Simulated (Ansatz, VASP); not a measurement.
**MgO: VASP beside Ansatz**

```
CELL_PARAMETERS angstrom
0.00000 2.28201 2.28201
2.28201 0.00000 2.28201
2.28201 2.28201 0.00000
ATOMIC_POSITIONS crystal
Mg 0.00000 0.00000 0.00000
O 0.25000 0.25000 0.25000
```

Alike in both runs: task single point; functional r2SCAN; dispersion rVV10; k mesh 6 × 6 × 6; no spin polarisation.

```csv
,VASP,Ansatz
version,VASP 6.6.1,Ansatz 0.2.0
potentials or method,"VASP PAW PBE potentials, release 64 (Mg, O)",plane waves
plane-wave cutoff (eV),520,500
occupations,"gaussian, width 0.01 eV",fixed
valence electrons in the cell,8,16
```

|  | VASP | Ansatz | Ansatz less VASP |
| --- | --- | --- | --- |
| gap on the k mesh at the Fermi level (eV) | 4.26 | 4.27 | +0.015 |
| pressure (GPa) | -1.3 | -0.7 | +0.51 |

The two sets of potentials don't hold the same shells in valence.

Caveats: the PAW data sets were made with another functional, which shifts forces and pressure a little (VASP). r2SCAN opens gaps a little over a GGA but as a rule still falls short of measured ones.
